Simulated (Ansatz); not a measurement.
**ZnSe (F-43m)**

Method: Ansatz 0.2.0, DFT PBE, scalar-relativistic, plane waves, PAW.

Plane waves to 420 eV, a k mesh through Γ of 8×8×8 on the computed 2-atom cell and Gaussian smearing (0.02 eV); no spin polarisation.

The structure is relaxed at this level of theory with its symmetry kept.

```
Zn Se
1.0
     0.00000    2.86592    2.86592
     2.86592    0.00000    2.86592
     2.86592    2.86592    0.00000
Zn Se
1 1
Direct
  0.00000 0.00000 0.00000
  0.25000 0.25000 0.25000
```

(1) Formation energy from the elements' standard states (uncorrected)?

(2) Kohn–Sham band gap?

(3) Löwdin character of the top 1 eV of the valence band?

(4) Löwdin character of the lowest 1 eV of the conduction band?

(5) Electron masses at the edge by Cartesian direction of the standard setting (m_e; degenerate bands sorted by energy; no spin-orbit coupling)?

(6) Hole masses at the edge by Cartesian direction of the standard setting (m_e; degenerate bands sorted by energy; no spin-orbit coupling)?

(7) Bulk modulus?

(8) Its pressure derivative?

(9) Electronic dielectric constant xx, yy, zz of the standard setting (independent particles)?

(10) Bader charges (e)?

Answers

(1) -0.713 eV/atom.

(2) 1.15 eV, direct at Γ.

(3) Se 4p 90 %.

(4) Zn 4s 56 %, Se 4p 21 %, Se 4s 20 %.

(5) x: 0.091; y: 0.091; z: 0.091.

(6) x: 0.63, 0.63, 0.095; y: 0.63, 0.63, 0.095; z: 0.63, 0.63, 0.095.

(7) 57 GPa.

(8) 4.5.

(9) 7.8, 7.8, 7.8.

(10) Zn (1 in the cell) 0.75, Se (1 in the cell) -0.75.